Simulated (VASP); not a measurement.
Wanted: the native input for a VASP 6.6.1 run.

| Property | Result |
| --- | --- |
| Task | single point |
| Functional | PBEsol |
| Potentials or basis | VASP PAW PBE potentials, release 64 (Mg) |
| Cutoff | 520 eV |
| k mesh | 13 × 13 × 4 |
| Occupations | fermi-dirac, width 0.1 eV |
| Spin | no spin polarisation |
| Dipole correction | no |
| Further INCAR settings | ALGO = Normal; EDIFF = 1e-06; NBANDS = 12 |

The structure of Mg lies in POSCAR:

```
Mg
1.0
    3.1763805597      0.0000000000      0.0000000000
   -1.5881902798      2.7508262568      0.0000000000
    0.0000000000      0.0000000000     10.3306460282
Mg
4
Direct
    0.0000000000      1.0000000000      0.0000000000
    0.0000000000      0.0000000000      0.5000000000
    0.3333333333      0.6666666667      0.2500000000
    0.6666666667      0.3333333333      0.7500000000
```

One way to write it, as run:

INCAR

```
SYSTEM = Mg
PREC = Accurate
ENCUT = 520
EDIFF = 1E-6
ISMEAR = -1
SIGMA = 0.1
LREAL = .FALSE.
LASPH = .TRUE.
NELM = 80
ALGO = Normal
ISIF = 2
LWAVE = .FALSE.
LCHARG = .FALSE.
GGA = PS
NBANDS = 12
```

KPOINTS

```
regular mesh
0
G
  13 13 4
  0 0 0
```

Potentials or basis: VASP PAW PBE potentials, release 64 (Mg).

Launch:

```bash
$ cat potpaw_PBE.64/Mg/POTCAR > POTCAR
$ mpirun -np 1 vasp_std > vasp.out
```

Results of the run:

```
Pressure               : 0.0 GPa
Band gap on the k mesh : none (metal or under the smearing width)
```

Caveat: the PAW data sets were made with another functional, which shifts forces and pressure a little.

Run time: 42 s on 1 thread of AMD EPYC 7R13 Processor (Zen 3), on a shared host, peak memory 0.19 GiB.
